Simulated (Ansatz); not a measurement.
In doubt: masses and optical values from hybrid runs of this build are listed as unsure (in some of the runs), which bears on the screening that GW takes from such a start.

Consider ZnSe (Stilleite).

```cif
data_structure
_symmetry_space_group_name_H-M 'P 1'
_symmetry_Int_Tables_number 1
_cell_length_a 4.0076
_cell_length_b 4.0076
_cell_length_c 4.0076
_cell_angle_alpha 60.000
_cell_angle_beta 60.000
_cell_angle_gamma 60.000
_cell_volume 45.51
loop_
_atom_site_label
_atom_site_type_symbol
_atom_site_fract_x
_atom_site_fract_y
_atom_site_fract_z
_atom_site_occupancy
Zn1 Zn 0.00000 0.00000 0.00000 1
Se2 Se 0.25000 0.25000 0.25000 1
```

The cell and positions come from the Crystallography Open Database and are kept as given unless a step says otherwise.

Gaps computed with Ansatz 0.2.0 without a self-energy: HSE06 2.43 eV.

What gap should G0W0 on HSE06 give (8×8×8 mesh, 408 empty bands, screening to 250 eV, hard PAW files)?

About 2.91 eV: on its mesh the run moves the gap from 2.41 eV by +0.50 eV. Bands and cutoff are finite, so the gap is not at the basis limit. The miss can reach some tenths of an eV and take either sign; the mesh is an error of its own. The many-body steps are scalar-relativistic: spin-orbit coupling is not in them.

[Paths, hosts, dates, memory and timing lines, banners, echoed tables and standing remarks are left out of the program output.]

[Logs are printed without paths, hosts, clocks, repeated set-up lines and the standing remarks that a program may print on its own settings, such as how far it seeks lower states.]

[Runs of the session that timed out or met a known fault of the program may be left out.]

[Cells called generated may have been cut or substituted from an entry of the Crystallography Open Database or the Materials Project.]

[Hosts, paths, dates, database ids (printed as entryN), source tags and the programs' standing remarks are cut or masked in the printed files.]
